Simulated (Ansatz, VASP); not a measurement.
One calculation of MgB2, two programs

The input INCAR:

```
SYSTEM = MgB2
  PREC = Accurate
  ENCUT = 520
  EDIFF = 1E-7
  ISMEAR = 0
  SIGMA = 0.15
  LREAL = .False.
  LASPH = .True.
  NELM = 80
  ALGO = Normal
  ISIF = 2
  LWAVE = .False.
  LCHARG = .True.
  GGA = PS
  LELF = .True.
  LVHAR = .True.
  NBANDS = 11
```

The input KPOINTS:

```
regular mesh
0
Gamma
  18 18 14
  0 0 0
```

POSCAR

```
MgB2
1.0
    2.8167556995      0.0000000000      0.0000000000
   -1.4083778498      2.4393819920      0.0000000000
    0.0000000000      0.0000000000      3.6446346735
Mg B
1 2
Direct
    0.0000000000      0.0000000000      0.0000000000
    0.3333333333      0.6666666667      0.5000000000
    0.6666666667      0.3333333333      0.5000000000
```

Input for Ansatz:

```yaml
crystal:
  lattice:
    - [2.8167556995, 0.0, 0.0]
    - [-1.4083778498, 2.439381992, 0.0]
    - [0.0, 0.0, 3.6446346735]
  atoms:
    - { symbol: Mg, position: [0.0, 0.0, 0.0] }
    - { symbol: B, position: [0.3333333333, 0.6666666667, 0.5] }
    - { symbol: B, position: [0.6666666667, 0.3333333333, 0.5] }
basis:
  ecutwfc: 420
kpoints:
  mp_grid: { grid: [18, 18, 14] }
hamiltonian:
  xc: pbesol
scf:
  occupations: { method: gaussian, width: 0.15 }
output:
  forces: true
  stress: true
  eigenvalues: true
```

Change from the starting cell: strain -0.080 along x and y, +0.040 along z, atoms carried along.

Alike in both runs: task single point; functional PBEsol; k mesh 18 × 18 × 14; occupations gaussian, width 0.15 eV; no spin polarisation.

```csv
,VASP,Ansatz
version,VASP 6.6.1,Ansatz 0.2.0
potentials or method,"VASP PAW PBE potentials, release 64 (Mg, B)","scalar-relativistic, plane waves, PAW"
plane-wave cutoff (eV),520,420
valence electrons in the cell,8,16
```

|  | VASP | Ansatz | Ansatz less VASP |
| --- | --- | --- | --- |
| gap on the k mesh at the Fermi level (eV) | none | none | - |
| pressure (GPa) | 33.8 | 33.6 | -0.23 |
| largest component of the traceless stress (GPa) | 43.66 | 43.31 | -0.347 |

A gap of «none» marks a metal or a gap that the smearing closes. With one functional, cell and mesh, what is left measures potentials, basis and numerics. The two sets of potentials don't hold the same shells in valence.

Caveats: so large a pressure means that the cell lies far from this level's equilibrium, or that cutoff or potentials fall short (VASP); the potentials were made for another functional, which shifts forces and pressure (VASP).
